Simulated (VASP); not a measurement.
Here is a VASP 6.6.1 calculation.

File INCAR:

```
SYSTEM = BN
PREC = Accurate
ENCUT = 480
EDIFF = 1E-6
ISMEAR = -1
SIGMA = 0.05
LREAL = .FALSE.
LASPH = .TRUE.
NELM = 80
ALGO = Normal
ISIF = 3
LWAVE = .FALSE.
LCHARG = .FALSE.
GGA = PE
IBRION = 2
NSW = 40
EDIFFG = -0.005
```

Contents of KPOINTS:

```
regular mesh
0
G
  12 12 12
  0 0 0
```

POSCAR

```
BN
1.0
    1.2511217832      0.7223354983      3.3729344033
   -1.2511217832      0.7223354983      3.3729344033
    0.0000000000     -1.4446709966      3.3729344033
N B
1 1
Direct
    0.6672382000      0.6672382000      0.6672382000
    0.0003288000      0.0003288000      0.0003288000
```

Potentials or basis: VASP PAW PBE potentials, release 64 (N_s, B_s).

Command:

```bash
$ cat potpaw_PBE.64/N_s/POTCAR potpaw_PBE.64/B_s/POTCAR > POTCAR
$ mpirun -np 1 vasp_std > vasp.out
```

Problem. Predict the band gap on the k mesh.

Solution. 4.47 eV, indirect (least direct gap 4.65 eV).

Problem. Predict the relaxed cell.

Solution. a = 4.112 Å, b = 4.112 Å, c = 4.112 Å, α = 35.62°, β = 35.62°, γ = 35.62°.

Problem. Predict the relaxed volume.

Solution. 10.54 Å³/atom.

Problem. Predict the space group after relaxing (to 0.05 Å).

Solution. R3m (No. 160).

Step by step:
```tsv
step	energy change (eV)	largest force (eV/Å)	pressure (GPa)	volume (Å³)
1	0.0000	0.0032	4.43	18.29
2	0.0082	0.0013	-6.37	18.97
3	-0.0037	0.0016	0.40	18.53
4	-0.0048	0.0015	0.33	18.63
5	-0.0078	0.0003	0.21	18.91
6	-0.0118	0.0047	0.04	19.49
7	-0.0149	0.0223	-0.13	20.65
8	-0.0150	0.0272	-0.15	20.91
9	-0.0150	0.0304	-0.16	21.08
10	-0.0120	0.1791	2.49	20.94
11	-0.0151	0.0093	0.09	21.07
12	-0.0147	0.0774	-0.72	21.12
13	-0.0151	0.0000	0.00	21.08
```

Caveat: the volume moved by over 15 % at a fixed basis, so the end points are rough. Expect the measured gap to be larger: semilocal functionals such as PBE lack the derivative discontinuity.
